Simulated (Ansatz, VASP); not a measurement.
# Two plane-wave programs on C

File POSCAR:

```
C
1.0
    0.0000000000      1.8315697288      1.8315697288
    1.8315697288      0.0000000000      1.8315697288
    1.8315697288      1.8315697288      0.0000000000
C
2
Direct
    0.0000000000      0.0000000000      0.0000000000
    0.2500000000      0.2500000000      0.2500000000
```

Contents of INCAR.step1:

```
SYSTEM = C
ALGO     = Normal         ! electronic algorithm
EDIFF    = 1E-4           ! SCF threshold, eV
ENCUT    = 520            ! plane-wave cutoff, eV
GGA      = PE             ! functional
ISMEAR   = 0              ! smearing method
LASPH    = .True.         ! aspherical terms in the spheres
LCHARG   = .False.        ! write CHGCAR
LREAL    = .False.        ! projectors in reciprocal space
LWAVE    = .True.         ! write WAVECAR
NBANDS   = 11             ! bands
NELM     = 100            ! most SCF steps
PREC     = Accurate       ! precision mode
SIGMA    = 0.01           ! smearing width, eV
```

INCAR.step2

```
SYSTEM = C
ALGO     = Normal         ! electronic algorithm
EDIFF    = 1E-7           ! SCF threshold, eV
ENCUT    = 520            ! plane-wave cutoff, eV
ISIF     = 2              ! what is computed and relaxed
ISMEAR   = 0              ! smearing method
ISTART   = 1            
LASPH    = .True.         ! aspherical terms in the spheres
LCHARG   = .False.        ! write CHGCAR
LMIXTAU  = .True.       
LREAL    = .False.        ! projectors in reciprocal space
LWAVE    = .False.        ! write WAVECAR
METAGGA  = R2SCAN         ! meta-GGA
NBANDS   = 11             ! bands
NELM     = 100            ! most SCF steps
PREC     = Accurate       ! precision mode
SIGMA    = 0.01           ! smearing width, eV
```

KPOINTS

```
k-points
0
Gamma
  12 12 12
  0 0 0
```

Input for Ansatz:

```yaml
crystal:
  lattice:
    - [0.0, 1.8315697288, 1.8315697288]
    - [1.8315697288, 0.0, 1.8315697288]
    - [1.8315697288, 1.8315697288, 0.0]
  atoms:
    - { symbol: C, position: [0.0, 0.0, 0.0] }
    - { symbol: C, position: [0.25, 0.25, 0.25] }
kpoints:
  mp_grid: { grid: [12, 12, 12] }
  band_path:
    path:
      - [0.0, 0.0, 0.0]
      - [0.5, 0.0, 0.5]
      - [0.625, 0.25, 0.625]
      - [0.375, 0.375, 0.75]
      - [0.5, 0.5, 0.5]
      - [0.5, 0.25, 0.75]
      - [0.35, 0.0, 0.35]
    npoints: 1
hamiltonian:
  xc: r2scan
scf:
  occupations: { method: fixed }
  n_extra_bands: 4
output:
  forces: true
  stress: true
  eigenvalues: true
```

Change from the starting cell: hydrostatic strain +2.9%.

Alike in both runs: task single point; functional r2SCAN; k mesh 12 × 12 × 12; no spin polarisation.

|  | VASP | Ansatz |
| --- | --- | --- |
| version | VASP 6.6.1 | Ansatz 0.2.0 |
| potentials or method | VASP PAW PBE potentials, release 64 (C) | plane waves, PAW |
| plane-wave cutoff (eV) | 520 | 500 |
| occupations | gaussian, width 0.01 eV | fixed |
| valence electrons in the cell | 8 | 8 |

```csv
,VASP,Ansatz,Ansatz less VASP
gap on the k mesh at the Fermi level (eV),4.16,4.18,+0.026
pressure (GPa),-32.1,-32.9,-0.81
```

Caveats: the cell as given lies far from equilibrium; so large a pressure means that the cell lies far from this level's equilibrium, or that cutoff or potentials fall short (VASP); the potentials were made for another functional, which shifts forces and pressure (VASP).
